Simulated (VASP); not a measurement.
The system is BAs.

```xyz
2
Lattice="0.0000 2.3885 2.3885 2.3885 0.0000 2.3885 2.3885 2.3885 0.0000" Properties=species:S:1:pos:R:3 pbc="T T T"
B     0.0000    0.0000    0.0000
As    1.1943    1.1943    1.1943
```

Program: VASP 6.6.1. Alike in all runs: no spin polarisation; cell as given; k mesh 10 × 10 × 10; cutoff (eV) 520; smearing gaussian 0.03 eV.

Q: Order these runs on this cell by their pressure, lowest first.
A. level LDA; potentials or basis VASP PAW LDA potentials, release 64 (B, As); further INCAR settings ALGO = Fast; EDIFF = 1e-06
B. level PBE; potentials or basis VASP PAW PBE potentials, release 64 (B, As); further INCAR settings ALGO = Fast; EDIFF = 1e-06; NBANDS = 52
C. level r2SCAN; potentials or basis VASP PAW PBE potentials, release 64 (B, As); further INCAR settings ALGO = Normal; EDIFF = 1e-06

A: A (-3.1 GPa), C (0.7 GPa), B (3.4 GPa).

Caveats: the PAW data sets were made with another functional, which shifts forces and pressure a little (some runs).
